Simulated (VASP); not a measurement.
A run of VASP 6.6.1 is set up as follows.

The input INCAR:

```
SYSTEM = HC60N3
PREC = Accurate ; ENCUT = 520
EDIFF = 1E-6 ; ISMEAR = 0
SIGMA = 0.03 ; LREAL = .FALSE.
LASPH = .TRUE. ; NELM = 60
ALGO = Normal ; ISIF = 2
LWAVE = .FALSE. ; LCHARG = .TRUE.
METAGGA = R2SCAN ; LMIXTAU = .TRUE.
LELF = .TRUE. ; LVHAR = .TRUE.
NBANDS = 166
```

The input KPOINTS:

```
regular mesh
0
G
  2 2 2
  0 0 0
```

POSCAR

```
HC60N3
1.0
    7.1400000000      0.0000000000      0.0000000000
    0.0000000000      7.1400000000      0.0000000000
    0.0000000000      0.0000000000      7.1400000000
H C N
1 60 3
Direct
    0.5043133100      0.5043133100      0.5043133100
    0.6319130000      0.6319130000      0.6319130000
    0.5014860000      0.7507060000      0.7507060000
    0.7507060000      0.5014860000      0.7507060000
    0.7507060000      0.7507060000      0.5014860000
    0.4950870000      0.2505090000      0.7494590000
    0.4950870000      0.7494590000      0.2505090000
    0.2505090000      0.4950870000      0.7494590000
    0.7494590000      0.4950870000      0.2505090000
    0.2505090000      0.7494590000      0.4950870000
    0.7494590000      0.2505090000      0.4950870000
    0.6235760000      0.3759650000      0.8734240000
    0.6235760000      0.8734240000      0.3759650000
    0.3759650000      0.6235760000      0.8734240000
    0.8734240000      0.6235760000      0.3759650000
    0.3759650000      0.8734240000      0.6235760000
    0.8734240000      0.3759650000      0.6235760000
    0.5050870000      0.2510410000      0.2510410000
    0.2510410000      0.5050870000      0.2510410000
    0.2510410000      0.2510410000      0.5050870000
    0.1273950000      0.6227350000      0.6227350000
    0.6227350000      0.1273950000      0.6227350000
    0.6227350000      0.6227350000      0.1273950000
    0.9999620000      0.4999560000      0.4999560000
    0.4999560000      0.9999620000      0.4999560000
    0.4999560000      0.4999560000      0.9999620000
    0.1278200000      0.3773090000      0.3773090000
    0.3773090000      0.1278200000      0.3773090000
    0.3773090000      0.3773090000      0.1278200000
    0.6239330000      0.8758650000      0.8758650000
    0.8758650000      0.6239330000      0.8758650000
    0.8758650000      0.8758650000      0.6239330000
    0.0011195000      0.7494200000      0.7494200000
    0.7494200000      0.0011195000      0.7494200000
    0.7494200000      0.7494200000      0.0011195000
    0.1237350000      0.3750450000      0.8761320000
    0.1237350000      0.8761320000      0.3750450000
    0.3750450000      0.1237350000      0.8761320000
    0.8761320000      0.1237350000      0.3750450000
    0.3750450000      0.8761320000      0.1237350000
    0.8761320000      0.3750450000      0.1237350000
    0.9987500000      0.2495250000      0.7493430000
    0.9987500000      0.7493430000      0.2495250000
    0.2495250000      0.9987500000      0.7493430000
    0.7493430000      0.9987500000      0.2495250000
    0.2495250000      0.7493430000      0.9987500000
    0.7493430000      0.2495250000      0.9987500000
    0.1237820000      0.1237820000      0.6246850000
    0.1237820000      0.6246850000      0.1237820000
    0.6246850000      0.1237820000      0.1237820000
    0.0017403000      0.2503660000      0.2503660000
    0.2503660000      0.0017403000      0.2503660000
    0.2503660000      0.2503660000      0.0017403000
    0.1249420000      0.8743930000      0.8743930000
    0.8743930000      0.1249420000      0.8743930000
    0.8743930000      0.8743930000      0.1249420000
    0.9999680000      0.9999680000      0.4998950000
    0.9999680000      0.4998950000      0.9999680000
    0.4998950000      0.9999680000      0.9999680000
    0.1254050000      0.1254050000      0.1254050000
    0.9997840000      0.9997840000      0.9997840000
    0.6351560000      0.3648080000      0.3648080000
    0.3648080000      0.6351560000      0.3648080000
    0.3648080000      0.3648080000      0.6351560000
```

Potentials or basis: VASP PAW PBE potentials, release 64 (H, C, N).

Run with:

```sh
$ cat potpaw_PBE.64/H/POTCAR potpaw_PBE.64/C/POTCAR potpaw_PBE.64/N/POTCAR > POTCAR
$ mpirun -np 1 vasp_std > vasp.out
```

Task: What does it give for the largest force?

Result: 3.936 eV/Å.

Task: Predict the band gap on the k mesh.

Result: 2.98 eV, indirect (least direct gap 3.01 eV).

Stress tensor (GPa, compression positive):
```
-3.45 -0.83 -0.83
-0.83 -3.45 -0.83
-0.83 -0.83 -3.45
```

Caveat: the k mesh is coarse (spacing up to 0.44 Å⁻¹), so the values aren't converged; the PAW data sets were made with another functional, which shifts forces and pressure a little. r2SCAN opens gaps a little over a GGA but as a rule still falls short of measured ones.
